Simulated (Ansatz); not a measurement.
# MgF2: LAPW beside PAW

Does the method matter for MgF2? The same cell, functional and mesh are run with LAPW, all electrons, frozen-core PAW and all-electron PAW on datasets made for the crystal.

Computed with Ansatz 0.2.0 (DFT PBE, scalar-relativistic, unless a step's input says otherwise).

**1. Starting point**

Symmetry: P4_2/mnm, No. 136, tetragonal system. Conventional cell: a = 4.621 Å, b = 4.621 Å, c = 3.016 Å, α = 90.00°, β = 90.00°, γ = 90.00°. Mg (site symmetry mmm) is surrounded by 6 F at 1.98 Å. Around F (site symmetry m2m) lie 3 Mg at 1.98 Å.

As a file:

```cif
data_structure
_symmetry_space_group_name_H-M 'P4_2/mnm'
_symmetry_Int_Tables_number 136
_cell_length_a 4.6213
_cell_length_b 4.6213
_cell_length_c 3.0159
_cell_angle_alpha 90.000
_cell_angle_beta 90.000
_cell_angle_gamma 90.000
_cell_volume 64.41
loop_
_atom_site_label
_atom_site_type_symbol
_atom_site_symmetry_multiplicity
_atom_site_Wyckoff_symbol
_atom_site_fract_x
_atom_site_fract_y
_atom_site_fract_z
_atom_site_occupancy
Mg1 Mg 2 a 0.00000 0.00000 0.00000 1
F1 F 4 f 0.30280 0.30280 0.00000 1
```

The file gives the conventional cell by its symmetry; the runs use the cell typed in the input.

The cell comes from a crystallographic database entry that wasn't checked; take it as a given geometry, which may be far from equilibrium.

Atoms are numbered in the order of the input: Mg1, Mg2, F3, F4, F5, F6.

**2. LAPW, all electrons**

Contents of input.yaml:

```yaml
crystal:
  lattice:
    - [4.6213, 0.0, 0.0]
    - [0.0, 4.6213, 0.0]
    - [0.0, 0.0, 3.0159]
  atoms:
    - { symbol: Mg, position: [0.0, 0.0, 0.0] }
    - { symbol: Mg, position: [0.5, 0.5, 0.5] }
    - { symbol: F, position: [0.3028, 0.3028, 0.0] }
    - { symbol: F, position: [0.1972, 0.8028, 0.5] }
    - { symbol: F, position: [0.6972, 0.6972, 0.0] }
    - { symbol: F, position: [0.8028, 0.1972, 0.5] }
kpoints:
  mp_grid: { grid: [6, 6, 8] }
  band_path:
    path:
      - [0.0, 0.0, 0.0]
      - [0.0, 0.5, 0.0]
      - [0.5, 0.5, 0.0]
      - [0.0, 0.0, 0.0]
      - [0.0, 0.0, 0.5]
      - [0.0, 0.5, 0.5]
      - [0.5, 0.5, 0.5]
      - [0.0, 0.0, 0.5]
      - [0.0, 0.5, 0.0]
    npoints: 8
scf:
  occupations: { method: fermi_dirac, width: 0.01 }
hamiltonian:
  xc: pbe
  pseudopotentials: { kind: all_electron, lapw: { basis_error: 0.0005 } }
output:
  forces: true
  stress: true
  eigenvalues: true
  populations: true
  dos: { projected: true, de: 0.2, e_range: [-14, 8] }
```

**3. Frozen-core PAW**

input.yaml, as its differences from that of step 2:

```diff
@@ -30,3 +30,3 @@
   xc: pbe
-  pseudopotentials: { kind: all_electron, lapw: { basis_error: 0.0005 } }
+  pseudopotentials: { kind: paw }
 output:
@@ -35,3 +35,5 @@
   eigenvalues: true
+  efg: { contact_densities: true }
   populations: true
+  bader: true
   dos: { projected: true, de: 0.2, e_range: [-14, 8] }
```

**4. All-electron PAW on datasets made for the crystal**

input.yaml, as its differences from that of step 3:

```diff
@@ -30,3 +30,3 @@
   xc: pbe
-  pseudopotentials: { kind: paw }
+  pseudopotentials: { kind: all_electron, datasets: crystal }
 output:
@@ -36,4 +36 @@
   efg: { contact_densities: true }
-  populations: true
-  bader: true
-  dos: { projected: true, de: 0.2, e_range: [-14, 8] }
```

(Steps that only read results are left out.)

**Question.** What will these runs give? Wanted: pressure; gap; largest force; Bader charges.

As calculated:

| quantity | value |
| --- | --- |
| pressure | LAPW 6.24, PAW 6.22, crystal datasets 6.24 GPa |
| gap (LAPW) | 7.23 eV, direct at Γ |
| largest force | LAPW 0.057, PAW 0.054, crystal datasets 0.057 eV/Å |
| Bader charges (PAW) | Mg1 +1.77, F3 -0.89 e |

What this shows: At this geometry the cell is under compression of 6.2 GPa, so it would expand if let go. A gap opens: 7.23 eV, direct at Γ. It is the Kohn-Sham gap of a semilocal functional, which mostly lies below the gap found in experiment. F 2p states make 100 % of the projected weight in the top eV of the valence band. The projection holds only the free atom's occupied shells (Mg 3s, F 2p in this range). The field gradient at F3, the largest by crystal datasets, is -4.85 by PAW and -4.82 by crystal datasets (10²¹ V/m²), within 5 %. PAW lies -0.02 GPa from LAPW in pressure and +0.01 eV in the gap. The forces differ by at most 2 meV/Å in a component, on a largest force of 0.057 eV/Å. LAPW took about 1.6 times as long as PAW (28 s against 17 s, on a shared host and with the outputs that each input asks for).
